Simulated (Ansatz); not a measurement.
CuAu:

```xyz
2
Lattice="2.8107 0.0000 0.0000 0.0000 2.8107 0.0000 0.0000 0.0000 3.6850" Properties=species:S:1:pos:R:3 pbc="T T T"
Au    0.0000    0.0000    0.0000
Cu    1.4054    1.4054    1.8425
```

```yaml
Program: Ansatz 0.2.0
Task: single point
Functional: PBE
Potentials_or_basis: Ansatz PAW
Cutoff: "420 eV (not typed: the program's choice for these potentials)"
k_mesh: 9 × 9 × 7
Occupations: fermi-dirac, width 0.05 eV
Spin: no spin polarisation
```

On this cell: pressure 4.5 GPa; largest force under 0.003 eV/Å; band gap on the k mesh none (metal or under the smearing width).

The same run follows on a disturbed copy (atoms moved at random, drawn with an rms of 0.05 Å):

```
Au Cu
1.0
     2.81075    0.00000    0.00000
     0.00000    2.81075    0.00000
     0.00000    0.00000    3.68500
Au Cu
1 1
Direct
  0.99294 0.00315 0.98443
  0.49656 0.48971 0.49476
```

What changes?

The energy (extrapolated to zero smearing) moves by +3.9 meV/atom; pressure 4.7 GPa; largest force 0.305 eV/Å; band gap on the k mesh none (metal or under the smearing width).

Forces in eV/Å, atoms in the order of the input:
```
Au   0.036 -0.135  0.271
Cu  -0.036  0.135 -0.271
```

Stress tensor (GPa, compression positive):
```
 4.95 -0.02  0.05
-0.02  4.90 -0.17
 0.05 -0.17  4.29
```
